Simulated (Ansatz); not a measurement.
## One input, then a changed one: ZnS (CsCl type)

First run: DFT, PBE, norm-conserving pseudopotentials, Ansatz's default files, scalar-relativistic (Ansatz 0.2.0).

Command: `ansatz run input.yaml --threads 1 --pin off --max-ram 2048MiB --backend cpu --events-out ev --progress --plain --runs-dir out` It took 5.2 s on 1 thread of Intel(R) Xeon(R) 6975P-C (Granite Rapids), on a shared host, peak memory 0.42 GiB.

```yaml
crystal:
  lattice:
    - [2.968260179, 0.0, 0.0]
    - [0.0, 2.968260179, 0.0]
    - [0.0, 0.0, 2.968260179]
  atoms:
    - { symbol: Zn, position: [0.0, 0.0, 0.0] }
    - { symbol: S, position: [0.5, 0.5, 0.5] }
kpoints:
  mp_grid: { grid: [15, 15, 15] }
scf:
  occupations: { method: fermi_dirac, width: 0.1 }
hamiltonian:
  xc: pbe
  pseudopotentials: { kind: nc }
output:
  forces: true
  stress: true
  eigenvalues: true
```

The cell comes from a relaxation on PAW files under the same functional, begun from a prototype that needn't be the stable phase.

This run: volume at 0.8 of the series' base cell.

It converges in 7 SCF iterations at a pressure of 27.7 GPa, cutoff 1143 eV.

The input is then changed:

```diff
   occupations: { method: fermi_dirac, width: 0.1 }
+  initial_density: { chi_scale: 0.1 }
 hamiltonian:
   xc: pbe
-  pseudopotentials: { kind: nc }
+  pseudopotentials: { kind: nc, accuracy: standard }
 output:
   eigenvalues: true
+basis:
+  ecutrho_ratio: 12
```

Problem. Predict the outcome of the changed run.

Solution. It converges in 7 SCF iterations at a pressure of 27.6 GPa, cutoff 1143 eV. More than one line changes, and not each need have an effect.
